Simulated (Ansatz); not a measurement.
Space group R-3c:H (No. 167). a = 5.222 Å, b = 5.222 Å, c = 13.793 Å, α = 90.00°, β = 90.00°, γ = 120.00°
```tsv
atom	site	symmetry	x	y	z
Li	6a	32	0.3333	0.6667	0.4167
Nb	6b	-3.	0.0000	0.0000	0.5000
O	18e	.2	0.3803	0.0000	0.2500
```

Equation of state of this LiNbO$_{3}$ structure (not necessarily the ground state), with shape and atoms relaxed at each volume where symmetry leaves them free. Level of theory: DFT PBE, scalar-relativistic, plane waves, PAW in Ansatz 0.2.0.

Cutoff 420 eV; k points 6×6×6 on the computed 10-atom cell (Γ-centred); Gaussian smearing, width 0.02 eV; no spin polarisation.

| V (Å³/atom) | E − E(largest V) (meV/atom) | P (GPa) | gap on mesh (eV) |
| --- | --- | --- | --- |
| 9.556 | 51.11 | 25.14 | 2.78 |
| 9.882 | 8.16 | 17.25 | 2.73 |
| 10.208 | -19.87 | 10.52 | 2.67 |
| 10.534 | -35.32 | 4.84 | 2.61 |
| 10.859 | -40.14 | 0.05 | 2.51 |
| 11.185 | -36.06 | -3.98 | 2.41 |
| 11.511 | -24.58 | -7.31 | 2.32 |
| 11.945 | 0.00 | -10.74 | 2.20 |

Q: Fit a third-order Birch–Murnaghan equation to E(V).

A: V0 = 10.87 Å³/atom, B0 = 144 GPa, B0' = 4.9.

This form isn't the usual stable structure of the compound.

Cost: 8 runs of about 9.2 core-minutes in all, on Arm Neoverse N1 (shared hosts).